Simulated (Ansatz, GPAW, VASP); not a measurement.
C: 3 runs at one level of theory

```xyz
2
Lattice="0.0000 1.7834 1.7834 1.7834 0.0000 1.7834 1.7834 1.7834 0.0000" Properties=species:S:1:pos:R:3 pbc="T T T"
C     2.6751    2.6751    2.6751
C     1.7834    1.7834    1.7834
```

Alike in all runs: task single point; functional LDA; k mesh 13 × 13 × 13; occupations gaussian, width 0.1 eV; no spin polarisation; no spin-orbit coupling. LDA stands for any of its common fits. Pressure is positive in compression and, in plane waves, holds the error of the finite cutoff.

```csv
program and potentials,plane-wave cutoff (eV),notes,pressure (GPa)
"GPAW, the program's PAW data sets (release 1.2.1) made for this functional",800,-,-13.48
"Ansatz, all-electron LAPW, scalar-relativistic",-,-,-12.98
"VASP, LDA PAW files C, release 54, 520 eV",520,-,-11.63
```

The pressure spans -13.48 (GPAW, the program's PAW data sets (release 1.2.1) made for this functional) to -11.63 GPa (VASP, LDA PAW files C, release 54, 520 eV), with all-electron results at -12.98. The cell lies far from this level's equilibrium.

The functional is the same throughout but for its coding, so the spread measures potentials, basis and numerics; runs on potential files found faulty are left out.

All three runs put diamond under tension, so LDA would shrink this cell, which is close to the measured one. This is the familiar LDA overbinding: the functional favours the denser, more uniform electron distribution of a compressed solid and makes covalent bonds slightly too short. The pressure is large because the network of directional sp³ bonds is very stiff, so even a small mismatch in bond length costs considerable stress. For the same reason, the spread between programs corresponds to only a slight difference in equilibrium lattice constant.

The two plane-wave results fall on opposite sides of the all-electron value of -12.98 GPa. An incomplete plane-wave basis normally makes the pressure too negative, which could contribute to the GPAW value but would not explain the weaker tension of -11.63 GPa in VASP. That offset therefore probably comes mainly from the potential, for instance its treatment of the core region, though other numerical settings may contribute. A single volume gives neither the equilibrium lattice constant nor the bulk modulus.
